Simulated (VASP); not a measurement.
# MgO (P-6m2) in VASP: further runs

Aim: see how the results for MgO move with the level of theory and the settings. Levels: PBE, HSE06. Tasks: G0W0 quasiparticle levels, band structure, evGW0 quasiparticle levels.

Everything below comes from runs of VASP 6.6.1. Logs are shortened: lines on timing, memory, paths and dates and some standing lists are left out, and cuts for length are marked.

## (1) The crystal as given

The structure is hexagonal, space group P-6m2 (No. 187). The conventional cell has a = 2.938 Å, b = 2.938 Å, c = 2.680 Å, α = 90.00°, β = 90.00°, γ = 120.00°. Mg (site symmetry -6m2) is surrounded by 6 O at 2.16 Å. Around O (site symmetry -6m2) lie 6 Mg at 2.16 Å.

Measurements of this composition are mostly on another form, of space group No. 225.

## (2) G0W0 quasiparticle levels, PBE

POSCAR reads:

```
MgO
1.0
    2.9380209034      0.0000000000      0.0000000000
   -1.4690104517      2.5444007392      0.0000000000
    0.0000000000      0.0000000000      2.6796800000
Mg O
1 1
Direct
    0.0000000000      0.0000000000      0.0000000000
    0.3333333333      0.6666666667      0.5000000000
```

INCAR.step1 reads:

```
SYSTEM = MgO
PREC     = Accurate       ! precision mode
ENCUT    = 450            ! plane-wave cutoff, eV
EDIFF    = 1E-8           ! SCF threshold, eV
ISMEAR   = 0              ! smearing method
SIGMA    = 0.01           ! smearing width, eV
LREAL    = .FALSE.        ! projectors in reciprocal space
LASPH    = .TRUE.         ! aspherical terms in the spheres
NELM     = 60             ! most SCF steps
ALGO     = Normal         ! electronic algorithm
LWAVE    = .TRUE.         ! write WAVECAR
LCHARG   = .FALSE.        ! write CHGCAR
GGA      = PE             ! functional
```

INCAR.step2 reads:

```
SYSTEM = MgO
PREC     = Accurate       ! precision mode
ENCUT    = 450            ! plane-wave cutoff, eV
EDIFF    = 1E-8           ! SCF threshold, eV
ISMEAR   = 0              ! smearing method
SIGMA    = 0.01           ! smearing width, eV
LREAL    = .FALSE.        ! projectors in reciprocal space
LASPH    = .TRUE.         ! aspherical terms in the spheres
NELM     = 1              ! most SCF steps
ALGO     = Exact          ! electronic algorithm
LWAVE    = .TRUE.         ! write WAVECAR
LCHARG   = .FALSE.        ! write CHGCAR
GGA      = PE             ! functional
NBANDS   = 173            ! bands
LOPTICS  = .TRUE.         ! frequency-dependent dielectric function
ISTART   = 1
```

INCAR.step3 reads:

```
SYSTEM = MgO
PREC     = Accurate       ! precision mode
ENCUT    = 450            ! plane-wave cutoff, eV
EDIFF    = 1E-8           ! SCF threshold, eV
ISMEAR   = 0              ! smearing method
SIGMA    = 0.01           ! smearing width, eV
LREAL    = .FALSE.        ! projectors in reciprocal space
LASPH    = .TRUE.         ! aspherical terms in the spheres
ALGO     = EVGW0          ! electronic algorithm
LWAVE    = .FALSE.        ! write WAVECAR
LCHARG   = .FALSE.        ! write CHGCAR
GGA      = PE             ! functional
NELMGW   = 1            
NBANDS   = 173            ! bands
ENCUTGW  = 240            ! cutoff of the response function
NOMEGA   = 50             ! frequency points
PRECFOCK = Fast         
ISTART   = 1            
NBANDSGW = 12
```

KPOINTS reads:

```
Automatic mesh
0
G
  6 6 6
  0 0 0
```

Potentials or basis: VASP PAW PBE potentials, release 64 (Mg_GW, O_GW).

Run with:

```sh
cat potpaw_PBE.64/Mg_GW/POTCAR potpaw_PBE.64/O_GW/POTCAR > POTCAR
cp INCAR.step1 INCAR
mpirun -np 1 vasp_std > vasp.out
cp INCAR.step2 INCAR
mpirun -np 1 vasp_std > vasp.out
cp INCAR.step3 INCAR
mpirun -np 1 vasp_std > vasp.out
```

OUTCAR:

```text
SYSTEM = MgO
   PREC = Accurate
   ENCUT = 450
   EDIFF = 1E-8
   ISMEAR = 0
   LREAL = .FALSE.
   LASPH = .TRUE.
   GGA = PE
   NELMGW = 1
   ENCUTGW = 240
   PRECFOCK = Fast
   ISTART = 1

 ion  position               nearest neighbor table
   1  0.000  0.000  0.000-   2 2.16   2 2.16   2 2.16   2 2.16   2 2.16   2 2.16
   2  0.333  0.667  0.500-   1 2.16   1 2.16   1 2.16   1 2.16   1 2.16   1 2.16

  LATTYP: Found a hexagonal cell.
 ALAT       =     2.9380209034
 C/A-ratio  =     0.9120697531

  Lattice vectors:

 A1 = (   2.9380209034,   0.0000000000,   0.0000000000)
 A2 = (  -1.4690104517,   2.5444007392,   0.0000000000)
 A3 = (   0.0000000000,   0.0000000000,   2.6796800000)

Analysis of symmetry for initial positions (statically):
=====================================================================
 Subroutine PRICEL returns:
 Original cell was already a primitive cell.

 Routine SETGRP: Setting up the symmetry group for a
 hexagonal supercell.

 Subroutine GETGRP returns: Found 12 space group operations
 (whereof 12 operations were pure point group operations)
 out of a pool of 24 trial point group operations.

The static configuration has the point symmetry D_3h.

Analysis of symmetry for dynamics (positions and initial velocities):
=====================================================================
 Subroutine PRICEL returns:
 Original cell was already a primitive cell.

 Routine SETGRP: Setting up the symmetry group for a
 hexagonal supercell.

 Subroutine GETGRP returns: Found 12 space group operations
 (whereof 12 operations were pure point group operations)
 out of a pool of 24 trial point group operations.

The dynamic configuration has the point symmetry D_3h.

 Subroutine INISYM returns: Found 12 space group operations
 (whereof 12 operations are pure point group operations),
 and found     1 'primitive' translations

----------------------------------------------------------------------------------------

                                     Primitive cell

  volume of cell :      20.0320

  direct lattice vectors                    reciprocal lattice vectors
     2.938020903  0.000000000  0.000000000     0.340365175  0.196509926  0.000000000
    -1.469010452  2.544400739  0.000000000     0.000000000  0.393019851  0.000000000
     0.000000000  0.000000000  2.679680000     0.000000000  0.000000000  0.373178887

  length of vectors
     2.938020903  2.938020903  2.679680000     0.393019851  0.393019851  0.373178887

  position of ions in fractional coordinates (direct lattice)
     0.000000000  0.000000000  0.000000000
     0.333333333  0.666666667  0.500000000

  ion indices of the primitive-cell ions
   primitive index   ion index
                 1           1
                 2           2

----------------------------------------------------------------------------------------

 KPOINTS: Automatic mesh

Automatic generation of k-mesh.
 Grid dimensions read from file:
 generate k-points for:    6    6    6

 Generating k-lattice:

  Cartesian coordinates                     Fractional coordinates (reciprocal lattice)
     0.056727529  0.032751654  0.000000000     0.166666667 -0.000000000  0.000000000
     0.000000000  0.065503309  0.000000000     0.000000000  0.166666667  0.000000000
     0.000000000  0.000000000  0.062196481     0.000000000  0.000000000  0.166666667

  Length of vectors
     0.065503309  0.065503309  0.062196481

  Shift w.r.t. Gamma in fractional coordinates (k-lattice)
     0.000000000  0.000000000  0.000000000

 Subroutine IBZKPT returns following result:
 ===========================================

 Found     28 irreducible k-points:

 Following reciprocal coordinates:
            Coordinates               Weight
  0.000000  0.000000  0.000000      1.000000
  0.166667  0.000000  0.000000      6.000000
  0.333333  0.000000  0.000000      6.000000
  0.500000 -0.000000  0.000000      3.000000
  0.166667  0.166667  0.000000      6.000000
  0.333333  0.166667  0.000000     12.000000
[... 16 lines left out ...]
  0.166667  0.000000  0.500000      6.000000
  0.333333  0.000000  0.500000      6.000000
 [... further k-points ...]
   k-points           NKPTS =     28   k-points in BZ     NKDIM =    216   number of bands    NBANDS=    173
   number of dos      NEDOS =    301   number of ions     NIONS =      2
   total plane-waves  NPLWV =   8000
   dimension x,y,z NGX =    20 NGY =   20 NGZ =   20
   dimension x,y,z NGXF=    40 NGYF=   40 NGZF=   40
   ions per type =               1   1
   NGX,Y,Z   is equivalent  to a cutoff of  11.32, 11.32, 12.41 a.u.
   NGXF,Y,Z  is equivalent  to a cutoff of  22.63, 22.63, 24.82 a.u.
 SYSTEM =  MgO
   PREC   = accura    normal or accurate (medium, high low for compatibility)
   ISTART =      1    job   : 0-new  1-cont  2-samecut
   ICHARG =      0    charge: 1-file 2-atom 10-const
   ISPIN  =      1    spin polarized calculation?
   LNONCOLLINEAR =      F non collinear calculations
   LSORBIT =      F    spin-orbit coupling
   LASPH  =      T    aspherical Exc in radial PAW
   ENCUT  =  450.0 eV  33.07 Ry    5.75 a.u.   5.08  5.08  4.63*2*pi/ulx,y,z
   NELM   =     60;   NELMIN=  2; NELMDL=  0     # of ELM steps
   EDIFF  = 0.1E-07   stopping-criterion for ELM
   LREAL  =      F    real-space projection
   EDIFFG = 0.1E-06   stopping-criterion for IOM
   NSW    =      0    number of steps for IOM
   IBRION =     -1    ionic relax: 0-MD 1-quasi-New 2-CG
   NFREE  =      0    steps in history (QN), initial steepest desc. (CG)
   ISIF   =      0    stress and relaxation
   ISYM   =      3    0-nonsym 1-usesym 2-fastsym
   POTIM  = 0.5000    time-step for ionic-motion
   TEBEG  =    0.0;   TEEND  =   0.0 temperature during run
   PSTRESS=    0.0 pullay stress
   NELECT =       8.0000    total number of electrons
   NUPDOWN=      -1.0000    fix difference up-down
   EMIN   =  10.00;   EMAX   =-10.00  energy-range for DOS
   EFERMI =   0.00;   METHOD = LEGACY
   ISMEAR =     0;   SIGMA  =   0.01  broadening in eV -4-tet -1-fermi 0-gaus
   EFERMI_NEDOS =   21; number of points for ismear=-14 and -15
   IALGO  =     38    algorithm
   IMIX   =      4    mixing-type and parameters
     AMIX     =   0.40;   BMIX     =  1.00
     AMIX_MAG =   1.60;   BMIX_MAG =  1.00
  volume/ion in A,a.u.               =      10.02        67.59
  Fermi-wavevector in a.u.,A,eV,Ry     =   1.205583  2.278221 19.775115  1.453430
  Thomas-Fermi vector in A             =   2.341275
   LORBIT       =      0    0 simple, 1 ext, 2 COOP (PROOUT), +10 PAW based schemes
   GGA     = PE    functional components
   LHFCALC =     T    Hartree Fock is set to
   PRECFOCK=fast      Normal, Fast or Accurate (Low or Medium for compatibility)
   ENCUT4O =  -1.0   cutoff for four orbital integrals eV
   NKREDX  =     1    reduce k-point grid by
   NKREDY  =     1    reduce k-point grid by
   NKREDZ  =     1    reduce k-point grid by
   AEXX    =    1.0000 exact exchange contribution
   HFSCREEN=    0.0000 screening length (either q_TF or 0.3 A-1)
   HFSCREENC=   0.0000 screening length for correlation (either q_TF or 0.3 A-1)
   ENCUTFOCK=  -1.0 apply spherical cutoff to Coloumb kernel
   IVDW    =     0    specifies the selected vdW correction
   LEPSILON=     F    determine dielectric tensor
   LRPA    =     F    only Hartree local field effects (RPA)
   LRPAFORCE           =     F    calculate RPA forces
   ENCUTGW             = 240.0    cutoff for response function in eV
   ENCUTGWSOFT         = 192.0    soft cutoff for Coulomb kernel in GW response function in eV
   ENCUTLF             =  -1.0    cutoff for local field effects
   NELMGW              =     1    number of iterations in solving QP/BSE equation
   NELMHF              =     1    number of iterations in the inner HF iteration
   NKREDLFX            =     1    NKREDLFY  =   1   NKREDLFZ  =   1
 non-spin polarized calculation
 Gauss-broadening in eV      SIGMA  =   0.01
  energy-cutoff  :      450.00
  volume of cell :       20.03
 maximum number of plane-waves:       454
  NGX = 14; NGY = 14; NGZ = 12
   NGX = 11   NGY = 11   NGZ =  9
 maximum number of plane-waves:       181

 QP shifts <psi_nk| G(iteration)W_0 |psi_nk>: iteration 1
 for sc-GW calculations column KS-energies equals QP-energies in previous step
 and V_xc(KS)=  KS-energies - (<T + V_ion + V_H > + <T+V_H+V_ion>^1  + <V_x>^1)

 k-point   1 :       0.0000    0.0000    0.0000
  band No.  KS-energies  QP-energies   sigma(KS)   V_xc(KS)     V^pw_x(r,r')   Z            occupation Imag(sigma)

      1     -14.1317     -16.2389     -21.2629     -18.1398     -29.8649       0.6747       2.0000       1.1342
      2       2.7039       1.3563     -20.9436     -19.1644     -24.6114       0.7574       2.0000       0.0577
      3       2.7039       1.3563     -20.9436     -19.1644     -24.6114       0.7574       2.0000       0.0577
      4       2.9025       1.5478     -21.0556     -19.2676     -24.7077       0.7577       2.0000       0.0555
      5       6.3005       7.1904     -10.1277     -11.2059      -6.9366       0.8253       0.0000      -0.0895
      6      15.1771      16.1886      -7.7263      -8.9640      -3.2912       0.8173       0.0000      -0.1158
      7      18.8387      19.9299      -7.4371      -8.7795      -2.7160       0.8130       0.0000      -0.2180
      8      18.8387      19.9299      -7.4371      -8.7795      -2.7160       0.8130       0.0000      -0.2180
      9      23.1206      24.0793      -7.3665      -8.4913      -2.1269       0.8524       0.0000      -0.6836
     10      24.0824      25.4123      -9.2660     -10.9714      -3.4053       0.7798       0.0000      -0.6501
     11      25.7434      27.0706      -9.4944     -11.2147      -3.4210       0.7715       0.0000      -0.6854
     12      25.7434      27.0706      -9.4944     -11.2147      -3.4210       0.7715       0.0000      -0.6854

 k-point   2 :       0.1667    0.0000    0.0000
  band No.  KS-energies  QP-energies   sigma(KS)   V_xc(KS)     V^pw_x(r,r')   Z            occupation Imag(sigma)
[... 353 lines left out ...]
      1     -12.5384     -14.6575     -22.8212     -19.7596     -31.2400       0.6922       2.0000       0.9678
      2      -0.8826      -2.4932     -17.8035     -15.5855     -21.9916       0.7261       2.0000       0.1156
      3       0.6531      -0.9355     -18.9383     -16.8000     -22.8784       0.7429       2.0000       0.0796
      4       2.6519       1.2753     -20.9658     -19.1455     -24.7123       0.7563       2.0000       0.0606
      5       9.9408      10.8682      -8.2883      -9.4272      -4.3792       0.8144       0.0000      -0.0979
      6      14.4581      15.6672      -9.8276     -11.3416      -5.3646       0.7986       0.0000      -0.1340
      7      17.9132      19.1592     -10.1810     -11.7525      -5.2054       0.7929       0.0000      -0.2278
      8      17.9179      19.3348      -9.8048     -11.5994      -4.6584       0.7896       0.0000      -0.3075
      9      18.8399      20.0526      -7.4731      -8.9533      -2.7291       0.8193       0.0000      -0.2435
     10      24.5455      25.8918      -8.8479     -10.5712      -3.1785       0.7812       0.0000      -0.5832
     11      24.9057      26.1807      -9.2843     -10.8942      -3.6578       0.7920       0.0000      -0.5254
     12      30.8482      32.1996      -6.7856      -8.3855      -1.2735       0.8446       0.0000      -0.9296

 [... further k-points ...]
```

Run time: 7 min. Hardware: 1 thread of Intel Xeon 6975P-C (Granite Rapids), shared host; peak memory 0.65 GiB.

What came out:

| Quantity | Value |
| --- | --- |
| Band gap on the k mesh, mean-field level | 3.00 eV, indirect (least direct gap 3.40 eV) |
| Quasiparticle gap | 5.19 eV |
| Least direct quasiparticle gap | 5.64 eV |

Caveat: the cutoff is under 1.25 times the usual one of these potentials, so pressure, stress and relaxed cells hold a basis-set (Pulay) error; bands, screening cutoff and mesh are small and nothing is extrapolated, so the quasiparticle values aren't converged. A k mesh can miss the band edges.

## (3) Band structure, HSE06

POSCAR is that of step 2.

INCAR.step1 reads:

```
SYSTEM = MgO
ALGO = Normal
EDIFF = 1E-5
ENCUT = 520
GGA = PE
ISIF = 2
ISMEAR = 0
LASPH = .TRUE.
LCHARG = .FALSE.
LREAL = .FALSE.
LWAVE = .TRUE.
NELM = 60
PREC = Accurate
SIGMA = 0.02
```

INCAR.step2 reads:

```
SYSTEM = MgO
ALGO = Normal
EDIFF = 1E-6
ENCUT = 520
GGA = PE
HFSCREEN = 0.2
ISIF = 2
ISMEAR = 0
ISTART = 1
LASPH = .TRUE.
LCHARG = .FALSE.
LHFCALC = .TRUE.
LREAL = .FALSE.
LWAVE = .FALSE.
NELM = 60
PREC = Accurate
PRECFOCK = Fast
SIGMA = 0.02
```

KPOINTS reads:

```
k-points
0
G
  6 6 6
  0 0 0
```

KPOINTS_OPT reads:

```
path GMKGALHA,LM,KH
12
line-mode
reciprocal
 0.0000000000  0.0000000000  0.0000000000  G
 0.5000000000  0.0000000000  0.0000000000  M

 0.5000000000  0.0000000000  0.0000000000  M
 0.3333333333  0.3333333333  0.0000000000  K

 0.3333333333  0.3333333333  0.0000000000  K
 0.0000000000  0.0000000000  0.0000000000  G

 0.0000000000  0.0000000000  0.0000000000  G
 0.0000000000  0.0000000000  0.5000000000  A

 0.0000000000  0.0000000000  0.5000000000  A
 0.5000000000  0.0000000000  0.5000000000  L

 0.5000000000  0.0000000000  0.5000000000  L
 0.3333333333  0.3333333333  0.5000000000  H

 0.3333333333  0.3333333333  0.5000000000  H
 0.0000000000  0.0000000000  0.5000000000  A

 0.5000000000  0.0000000000  0.5000000000  L
 0.5000000000  0.0000000000  0.0000000000  M

 0.3333333333  0.3333333333  0.0000000000  K
 0.3333333333  0.3333333333  0.5000000000  H
```

Potentials or basis: VASP PAW PBE potentials, release 64 (Mg, O).

Run with:

```sh
cat potpaw_PBE.64/Mg/POTCAR potpaw_PBE.64/O/POTCAR > POTCAR
cp INCAR.step1 INCAR
mpirun -np 1 vasp_std > vasp.out
cp INCAR.step2 INCAR
mpirun -np 1 vasp_std > vasp.out
```

Run time: 6.7 min. Hardware: 1 thread of Intel Xeon 6975P-C (Granite Rapids), shared host; peak memory 0.26 GiB.

It converged, with:

| Property | Result |
| --- | --- |
| Free energy | -13.4833 eV |
| Pressure | -6.0 GPa |
| Band gap on the k mesh | 4.57 eV, indirect (least direct gap 5.00 eV) |
| Band gap along the path | 4.57 eV, indirect (least direct gap 5.00 eV) |

Stress tensor (GPa, compression positive):
```
-5.56  0.00  0.00
 0.00 -5.56  0.00
 0.00  0.00 -7.00
```

Levels at the corners of the path, in eV from the valence-band top:
| point | band 2 | band 3 | band 4 | band 5 | band 6 | band 7 |
| --- | --- | --- | --- | --- | --- | --- |
| Γ | -0.63 | -0.63 | -0.43 | 4.57 | 13.70 | 17.50 |
| M | -5.20 | -1.42 | -0.05 | 8.29 | 12.64 | 15.01 |
| M | -5.20 | -1.42 | -0.05 | 8.29 | 12.64 | 15.01 |
| K | -3.93 | -3.89 | 0.00 | 10.30 | 13.40 | 13.48 |
| K | -3.93 | -3.89 | 0.00 | 10.30 | 13.40 | 13.48 |
| Γ | -0.63 | -0.63 | -0.43 | 4.57 | 13.70 | 17.50 |
| Γ | -0.63 | -0.63 | -0.43 | 4.57 | 13.70 | 17.50 |
| A | -5.69 | -0.09 | -0.09 | 10.09 | 10.97 | 19.54 |
| A | -5.69 | -0.09 | -0.09 | 10.09 | 10.97 | 19.54 |
| L | -4.00 | -3.61 | -0.89 | 7.46 | 13.27 | 16.14 |
| L | -4.00 | -3.61 | -0.89 | 7.46 | 13.27 | 16.14 |
| H | -3.79 | -2.69 | -2.64 | 8.00 | 12.34 | 15.60 |
| H | -3.79 | -2.69 | -2.64 | 8.00 | 12.34 | 15.60 |
| A | -5.69 | -0.09 | -0.09 | 10.09 | 10.97 | 19.54 |
| L | -4.00 | -3.61 | -0.89 | 7.46 | 13.27 | 16.14 |
| M | -5.20 | -1.42 | -0.05 | 8.29 | 12.64 | 15.01 |
| K | -3.93 | -3.89 | 0.00 | 10.30 | 13.40 | 13.48 |
| H | -3.79 | -2.69 | -2.64 | 8.00 | 12.34 | 15.60 |

Caveat: the PAW data sets were made with another functional, which shifts forces and pressure a little.

(Part 1 of 2 ends here.)
